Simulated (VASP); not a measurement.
Input of a VASP 6.6.1 run:

Contents of INCAR:

```
SYSTEM = Be
  PREC = Accurate
  ENCUT = 600
  EDIFF = 1E-6
  ISMEAR = 1
  SIGMA = 0.1
  LREAL = .False.
  LASPH = .True.
  NELM = 80
  ALGO = Normal
  ISIF = 3
  LWAVE = .False.
  LCHARG = .False.
  METAGGA = R2SCAN
  LMIXTAU = .True.
  IBRION = 2
  NSW = 90
  EDIFFG = -0.01
  PSTRESS = 947.0
```

The input KPOINTS:

```
Automatic mesh
0
Gamma
  18 18 10
  0 0 0
```

Contents of POSCAR:

```
Be
1.0
    2.2853000000      0.0000000000      0.0000000000
   -1.1426500000      1.9791278553      0.0000000000
    0.0000000000      0.0000000000      3.5842000000
Be
2
Direct
    0.3333333333      0.6666666667      0.2500000000
    0.6666666667      0.3333333333      0.7500000000
```

Potentials or basis: VASP PAW PBE potentials, release 64 (Be).

Run with:

```bash
$ cat potpaw_PBE.64/Be/POTCAR > POTCAR
$ mpirun -np 1 vasp_std > vasp.out
```

(1) What does it give for the relaxed volume?

(2) Estimate the space group after relaxing (to 0.05 Å).

(3) What does it give for the band gap on the k mesh?

(4) Estimate the relaxed cell.

Results:

(1) 5.32 Å³/atom.

(2) P6_3/mmc (No. 194).

(3) none (metal or under the smearing width).

(4) a = 1.973 Å, b = 1.973 Å, c = 3.159 Å, α = 90.00°, β = 90.00°, γ = 120.00°.

Caveat: the cell is relaxed towards a set pressure, so the enthalpy falls and the energy may rise; the volume moved by over 15 % at a fixed basis, so the end points are rough; the PAW data sets were made with another functional, which shifts forces and pressure a little.
